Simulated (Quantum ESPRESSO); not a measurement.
The system is AgCl (Chlorargyrite).

```
Ag Cl
1.0
     0.00000    2.73500    2.73500
     2.73500    0.00000    2.73500
     2.73500    2.73500    0.00000
Ag Cl
1 1
Direct
  0.00000 0.00000 0.00000
  0.50000 0.50000 0.50000
```

Base run:

```yaml
Program: Quantum ESPRESSO 7.5
Functional: AM05
Potentials_or_basis: PseudoDojo 0.4.1 SR PBE standard
Cutoff: 1116 eV
Density_cutoff: 4463 eV
k_mesh: 6 × 6 × 6, shifted
Occupations: fermi-dirac, width 0.05 eV
Spin: no spin polarisation
```

Its results: pressure 0.3 GPa; electronic dielectric tensor (diagonal) 5.37.

After a change of settings the same cell gave: pressure 3.8 GPa; electronic dielectric tensor (diagonal) 5.23. Which change was it?
A. functional from AM05 to PBEsol; potentials or basis from PseudoDojo 0.4.1 SR PBE standard to PseudoDojo 0.4.1 SR PBEsol standard
B. functional from AM05 to BLYP
C. functional from AM05 to PBE

C.

PBE binds less tightly than AM05, so the same cell stands under more pressure.

Caveats: the potentials were made for another functional, which shifts forces and pressure (some runs); the cell is more than 3 GPa from zero pressure, which shifts response properties (some runs).

Not every run made on this cell is shown here.
